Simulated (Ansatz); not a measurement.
**CdO (Monteponite, Fm-3m): from the cell to its phonons**

Wanted: vibrations and spectra of CdO (Monteponite, Fm-3m); the cell is already relaxed. After the zone centre comes a 4×4×4 q mesh on a 16×16×16 k mesh.

Method: DFT PBE+D3(BJ), scalar-relativistic, plane waves, PAW, in Ansatz 0.2.0.

**Measured values to reproduce.**

For CdO, rocksalt (literature value from the 1960s), “Correlations of charge neutrality level with electronic structure and p-d hybridization” (2017, pmc:5244377) quotes earlier work: infrared mode (zone-centre TO) 262 cm⁻¹ [Literature value from 1960s infrared work, described only as suggested; sample details …].

This is a report of a sequence of runs, with most program output left out.

### 1. Set-up

Symmetry: Fm-3m, No. 225, cubic system. The conventional cell has a = 4.726 Å, b = 4.726 Å, c = 4.726 Å, α = 90.00°, β = 90.00°, γ = 90.00°. Nearest to Cd lie 6 O at 2.36 Å. O has 6 Cd at 2.36 Å nearest. Farther neighbours and most contacts between anions are not listed.

### 2. Linear response at the zone centre

The cell comes from relaxations at this level that are not shown. The zone centre comes first: it holds the modes that light can see, as far as symmetry allows. No field response is asked, since the mesh shows no gap.

Contents of input.yaml:

```yaml
crystal:
  lattice:
    - [0.0, 2.3631629372, 2.3631629372]
    - [2.3631629372, 0.0, 2.3631629372]
    - [2.3631629372, 2.3631629372, 0.0]
  atoms:
    - { symbol: Cd, position: [0.0, 0.0, 0.0] }
    - { symbol: O, position: [0.5, 0.5, 0.5] }
kpoints:
  mp_grid: { grid: [16, 16, 16] }
hamiltonian:
  xc: pbe
  dispersion: d3bj
scf:
  occupations: { method: methfessel_paxton, width: 0.15 }
output:
  eigenvalues: true
phonons:
  method: dfpt
```

Launch:

```bash
ansatz run input.yaml --threads 4 --pin off --max-ram 7168MiB --backend cpu --events-out ev --progress --plain --runs-dir out
```

It took 20 s on 4 threads of Arm Neoverse N1, shared host; peak memory 0.67 GiB.

This step gave:

- volume per atom: 13.20 Å³
- gap on the k-mesh: 0 eV
- sum-rule residual before enforcement: 6.16e-6 eV/Å²
- point group: m-3m
- highest optical mode at the zone centre (no LO-TO term): 248.5 cm⁻¹
- lowest optical zone-centre mode: 248.5 cm⁻¹

Patterns of degenerate modes are one choice out of their space. Modes at Γ, with each element's share of the kinetic energy:

```tsv
mode	frequency (cm⁻¹)	symmetry	Cd %	O %
1	0.0	acoustic	88	12
2	0.0	acoustic	88	12
3	0.0	acoustic	88	12
4	248.5	T1u	12	88
5	248.5	T1u	12	88
6	248.5	T1u	12	88
```

Displacements in mode 6 (248.5 cm⁻¹), the largest set to 1:
```
Cd1  0.00  0.00 -0.14
O2   0.00  0.01  1.00
```

Before it was imposed, the acoustic sum rule was missed by 6.2e-6 eV/Å². Small misses are needed for a sound result but don't prove that mesh and cutoff are converged. The lowest optical mode is real, 249 cm⁻¹.

### 3. Phonons on a q mesh

Stability and thermal properties need the whole zone. Linear response on a 4×4×4 q mesh gives force constants as far as a supercell of that size would.

Changes to input.yaml since step 2:

```diff
@@ -19 +19,8 @@
   method: dfpt
+  qmesh: [4, 4, 4]
+  temperatures: { t_max: 1000, t_step: 50 }
+  qpath:
+    path:
+      - [[0.0, 0.0, 0.0], [0.5, 0.0, 0.5], [0.625, 0.25, 0.625]]
+      - [[0.375, 0.375, 0.75], [0.0, 0.0, 0.0], [0.5, 0.5, 0.5], [0.5, 0.25, 0.75], [0.5, 0.0, 0.5]]
+    npoints: 10
```

It took 15 min on 4 threads; peak memory 4.1 GiB; 46 min of CPU time.

This step gave:

| Item | Value |
| --- | --- |
| sum-rule residual before enforcement | 6.00e-6 eV/Å² |
| lowest frequency on the path | 0 cm⁻¹ |
| highest frequency on the path or at a solved wavevector | 453.8 cm⁻¹ |
| mean frequency | 216.1 cm⁻¹ |
| Debye temperature (second moment) | 453 K |
| logarithmic mean frequency | 185.5 cm⁻¹ |
| lowest mode on the q mesh (acoustic modes at Γ apart) | 68.99 cm⁻¹ |
| zero-point energy per atom | 40.19 meV |
| heat capacity at 300 K | 22.42 J/(mol atoms K) |
| vibrational entropy at 300 K | 29.20 J/(mol atoms K) |

Frequencies (cm⁻¹) solved at each irreducible wavevector; negative means imaginary. Frequencies by wavevector, by row:

```tsv
q in reciprocal lattice units	star	mode 1	mode 2	mode 3	mode 4	mode 5	mode 6
0 0 0	1	0	0	0	248.5	248.5	248.5
0 0 0.25	8	69	69	139.1	231.5	231.5	439.6
0 0 -0.5	4	104	104	198.2	198.2	201.9	429.3
0 0.25 0.25	6	69.8	69.8	142.6	282.3	282.3	381.9
0 0.25 -0.5	24	95.4	117.8	164.5	267.1	300.4	398.6
0 0.25 -0.25	12	103.4	104.6	169.9	203.2	319.3	405.7
0 -0.5 -0.5	3	92.6	92.6	147.2	309.7	309.7	378.2
0.25 -0.5 -0.25	6	125.7	125.7	133.3	319.4	348.1	348.1
```

Interpolated from a 4×4×4 q mesh. Phonon branches along the path, in cm⁻¹:

```tsv
point	branch 1	branch 2	branch 3	branch 4	branch 5	branch 6
Γ	0	0	0	248	248	248
halfway	70	70	143	282	282	382
X	93	93	147	310	310	378
halfway	94	111	144	303	328	374
U	100	135	140	280	359	360
jump to K	100	135	140	280	359	360
halfway	82	86	153	197	303	422
Γ	0	0	0	248	248	248
halfway	69	69	139	232	232	440
L	104	104	198	198	202	429
halfway	108	114	174	245	293	402
W	126	126	133	319	348	348
halfway	106	115	141	316	325	370
X	93	93	147	310	310	378
```

Tetrahedra on a 24×24×24 mesh, mean over bins of 5 cm-1. Interpolated from a 4×4×4 q mesh. Table of phonon density of states by wavenumber; read off at these points:

```tsv
wavenumber (cm⁻¹)	phonon density of states (1/cm⁻¹/cell)
2	1.0e-5
18	3.5e-4
32	0.0014
48	0.00359
68	0.00952
82	0.0188
98	0.0441
108	0.0600
112	0.0387
128	0.0140
142	0.0144
158	0.0276
178	0.0109
192	0.00406
208	0.0108
222	0.0118
238	0.0127
252	0.0141
268	0.0159
282	0.0183
302	0.0178
318	0.0118
332	0.0096
348	0.00483
362	0.00468
378	0.0152
392	0.0147
412	0.0131
428	0.00994
442	0.00389
458	0
```

The partial phonon density of states has structure finer than the step of the table below, so its rows give means over 20 cm⁻¹, whole bins alone (the curve runs from -10 to 479 cm⁻¹). Peaks (cm⁻¹: height): Cd 103.7: 0.0558, 159.0: 0.0252; O 220.5: 0.0131, 242.0: 0.0146, 288.1: 0.0186, 386.5: 0.0151.

Phonopy on the run's constants, 21x21x21 mesh, Gaussian sigma 3.5 cm-1. Interpolated from a 4×4×4 q mesh. Partial phonon density of states against wavenumber; means over each step; values in 1/cm⁻¹/cell:

```tsv
wavenumber (cm⁻¹)	Cd	O
0	2.7e-5	1.9e-6
20	5.0e-4	6.8e-5
40	0.00219	2.8e-4
60	0.00637	6.7e-4
80	0.0170	0.00124
100	0.0454	0.00171
120	0.0260	7.6e-4
140	0.0121	4.0e-4
160	0.0223	5.6e-4
180	0.0103	2.7e-4
200	0.00201	0.00640
220	4.9e-4	0.0111
240	6.6e-4	0.0122
260	8.3e-4	0.0139
280	9.6e-4	0.0164
300	8.4e-4	0.0167
320	5.0e-4	0.0117
340	2.7e-4	0.00708
360	1.7e-4	0.00491
380	2.6e-4	0.0134
400	2.5e-4	0.0136
420	3.2e-4	0.0114
440	2.0e-4	0.00472
460	2.6e-5	4.5e-4
```

Second derivatives of the energy by pair, one row for each kind of neighbour of each atom listed. Each entry sums the pair over the periodic images of the supercell that the q mesh stands for, and in a polar crystal it holds the long-range dipole part too. Force constants by pair, by row:

```tsv
atom	neighbour	distance (Å)	third of the trace (eV/Å²)	along the pair's line (eV/Å²)
Cd1	itself	0	7.538	–
Cd1	O	2.363	-0.813	-1.67
Cd1	Cd	3.342	-0.1654	-1.441
Cd1	O	4.093	-0.0253	0.3155
Cd1	Cd	4.726	-0.1901	-0.5387
Cd1	O	5.284	0.0464	0.2546
Cd1	Cd	5.789	-0.013	-0.1384
Cd1	Cd	6.684	0.0018	-0.1659
Cd1	O	7.089	0.0594	0.083
O2	itself	0	5.917	–
O2	Cd	2.363	-0.813	-1.67
O2	O	3.342	-0.1206	-1.113
O2	Cd	4.093	-0.0253	0.3155
O2	O	4.726	0.0361	-0.1205
O2	Cd	5.284	0.0464	0.2546
O2	O	5.789	-0.0201	-0.1406
O2	O	6.684	-0.0873	-0.3042
O2	Cd	7.089	0.0594	0.083
```

Harmonic thermodynamic functions per atom, from the density of states. Interpolated from a 4×4×4 q mesh. Thermodynamic functions, by row:

```tsv
T (K)	F_vib (meV/atom)	S (J/mol-atom/K)	C_V (J/mol-atom/K)
0	40.19	0	0
50	39.81	2.612	5.765
100	36.83	8.996	12.97
200	21.24	20.56	19.97
300	-4.76	29.2	22.42
400	-38.59	35.81	23.45
500	-78.55	41.11	23.96
600	-123.5	45.5	24.25
700	-172.7	49.26	24.43
800	-225.4	52.53	24.55
900	-281.4	55.42	24.63
1000	-340.2	58.02	24.69
```

Harmonic mean-square displacement, third of the trace. Interpolated from a 4×4×4 q mesh. Mean square displacements, by row:

```tsv
T (K)	Cd1 U_eq (Å²)	O2 U_eq (Å²)
0	0.00137	0.00385
100	0.00242	0.00455
300	0.00636	0.00857
600	0.01253	0.01594
```

Symmetry leaves 8 wavevectors to solve. The lowest mode among them, the acoustic zeros apart, lies at q = (0, 0, 0.25) and is real, 69.0 cm⁻¹.

### 4. Isotope substitution, element Cd, natural mass 112.414 amu

An isotope changes the mass and not the force constants, so no new electronic calculation is needed; the shifts show which modes move this element.

The same force constants with the mass of Cd changed from 112.414 to 115.905 u (phonopy, no LO-TO term). Both lists are sorted by frequency; levels can cross, so a row need not hold one and the same mode. Modes under 3 cm⁻¹ are left out. Isotope shifts, by row:

```tsv
q	rank	natural mass (cm⁻¹)	changed mass (cm⁻¹)
0 0 0	4	248.5	248
0 0 0	5	248.5	248
0 0 0	6	248.5	248
0 0 0.25	1	68.99	68.04
0 0 0.25	2	68.99	68.04
0 0 0.25	3	139.1	137.1
0 0 0.25	4	231.5	231.2
0 0 0.25	5	231.5	231.2
0 0 0.25	6	439.6	439.1
0 0 -0.5	1	104	102.4
0 0 -0.5	2	104	102.4
0 0 -0.5	3	198.2	198.2
0 0 -0.5	4	198.2	198.2
0 0 -0.5	5	201.9	198.8
0 0 -0.5	6	429.3	429.3
0 0.25 0.25	1	69.75	68.78
0 0.25 0.25	2	69.75	68.78
0 0.25 0.25	3	142.6	140.5
0 0.25 0.25	4	282.3	281.9
0 0.25 0.25	5	282.3	281.9
0 0.25 0.25	6	381.9	381.8
```

A mode of this element alone would shift by -1.52 %. The highest zone-centre frequency without the field goes from 248.5 to 248.0 cm⁻¹ (-0.2 %). The product of the frequency ratios over all optical modes at Γ is 0.994; the product rule, (m/m′)^(3k/2) (M′/M)^(3/2) with k = 1 such atoms and M the mass of the cell, gives 0.994.

### 5. Isotope substitution, element O, natural mass 15.999 amu

The same for O, from 16.00 to 18.00 u.

The same force constants with the mass of O changed from 15.999 to 17.999 u (phonopy, no LO-TO term). Both lists are sorted by frequency; levels can cross, so a row need not hold one and the same mode. Modes under 3 cm⁻¹ are left out. Isotope shifts, by row:

```tsv
q	rank	natural mass (cm⁻¹)	changed mass (cm⁻¹)
0 0 0	4	248.5	236.1
0 0 0	5	248.5	236.1
0 0 0	6	248.5	236.1
0 0 0.25	1	68.99	68.59
0 0 0.25	2	68.99	68.59
0 0 0.25	3	139.1	138.4
0 0 0.25	4	231.5	219.5
0 0 0.25	5	231.5	219.5
0 0 0.25	6	439.6	416.5
0 0 -0.5	1	104	104
0 0 -0.5	2	104	104
0 0 -0.5	3	198.2	186.9
0 0 -0.5	4	198.2	186.9
0 0 -0.5	5	201.9	201.9
0 0 -0.5	6	429.3	404.8
0 0.25 0.25	1	69.75	69.39
0 0.25 0.25	2	69.75	69.39
0 0.25 0.25	3	142.6	142.4
0 0.25 0.25	4	282.3	267.5
0 0.25 0.25	5	282.3	267.5
0 0.25 0.25	6	381.9	360.6
```

A mode of this element alone would shift by -5.72 %. The highest zone-centre frequency without the field goes from 248.5 to 236.1 cm⁻¹ (-5.0 %). The product of the frequency ratios over all optical modes at Γ is 0.858; the product rule, (m/m′)^(3k/2) (M′/M)^(3/2) with k = 1 such atoms and M the mass of the cell, gives 0.858.

### 6. What came out

| Quantity | Value |
| --- | --- |
| space group (within 0.01 Å) | Fm-3m |
| volume per atom | 13.2 Å³ |
| electronic character | no gap on this mesh |
| highest optical mode at the zone centre (no LO-TO term) | 249 cm⁻¹ |
| lowest optical zone-centre mode | 249 cm⁻¹ |
| lowest mode on the q mesh (acoustic modes at Γ apart) | 69.0 cm⁻¹ |
| highest frequency on the path or at a solved wavevector | 454 cm⁻¹ |
| zero-point energy per atom | 40.2 meV |
| heat capacity at 300 K | 22.4 J/(mol atoms K) |
| vibrational entropy at 300 K | 29.2 J/(mol atoms K) |
| Debye temperature (second moment) | 453 K |
| imaginary modes on the 4×4×4 q mesh | none |

In words: The structure is a minimum as far as tested: no mode is imaginary at the 8 irreducible wavevectors of the 4×4×4 mesh, and the softest away from the acoustic zeros lies at 69 cm⁻¹. The optical modes at Γ form one degenerate level at 249 cm⁻¹. The highest mode in this list at Γ, 248.5 cm⁻¹, is mostly motion of O (88 % of the kinetic energy). With no gap, or one that is small against the smearing, the frequencies hang on the k mesh and the smearing, most of all near Kohn anomalies. A semilocal functional can close a gap that the real compound would have, so the metallic treatment may be an artefact of the level. In the phonons the program treats the change of the C6 weights of the dispersion term with coordination only in part. These are harmonic frequencies at zero temperature: anharmonic shifts, linewidths and thermal expansion are left out.

Comparison with the measured values:

```
                            quantity  measured  PBE+D3(BJ), PAW
infrared mode, zone-centre TO (cm⁻¹)       262     249 (-5.1 %)
```

Measured values from pmc:5244377 (2017).

How well it matches: The infrared mode is off by -5.1 %: fair agreement. The grades are ours: good and fair within 3 and 7 % for the infrared mode. For infrared mode the calculation has a static lattice, without zero-point motion or thermal motion.

[Logs are printed without paths, hosts, clocks, repeated set-up lines and the standing remarks that a program may print on its own settings, such as how far it seeks lower states.]

[Hosts, paths, dates, database ids (printed as entryN), source tags and the programs' standing remarks are cut or masked in the printed files.]
